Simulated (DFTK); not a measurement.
The system is Pb.

```xyz
1
Lattice="0.0000 2.4750 2.4750 2.4750 0.0000 2.4750 2.4750 2.4750 0.0000" Properties=species:S:1:pos:R:3 pbc="T T T"
Pb    0.0000    0.0000    0.0000
```

Base run:

| Quantity | Value |
| --- | --- |
| Program | DFTK 0.8.2 |
| Functional | LDA |
| Potentials or basis | cp2k.nc.sr.lda.v0_1.largecore.gth (LDA, GTH) |
| Cutoff | 544 eV |
| k mesh | 9 × 9 × 9 |
| Occupations | fermi-dirac, width 0.05 eV |
| Spin | no spin polarisation |

Its results: band gap on the k mesh none (metal or under the smearing width); pressure -3.2 GPa.

Q: The run is repeated on the same cell with these changes: functional from LDA to r2SCAN; potentials or basis from cp2k.nc.sr.lda.v0_1.largecore.gth (LDA, GTH) to cp2k.nc.sr.pbe.v0_1.largecore.gth (PBE, GTH, large core); cutoff from 544 eV to 707 eV. What comes out?

A: Band gap on the k mesh none (metal or under the smearing width); pressure 2.0 GPa.

Caveats: GTH potentials come without recommended cutoffs, and this one wasn't checked for convergence; spin-orbit coupling is left out, which moves the levels of the heavy elements; the potentials were made for another functional, which shifts forces and pressure (some runs); this set keeps more shells in the core, which shifts pressures and gaps (some runs).
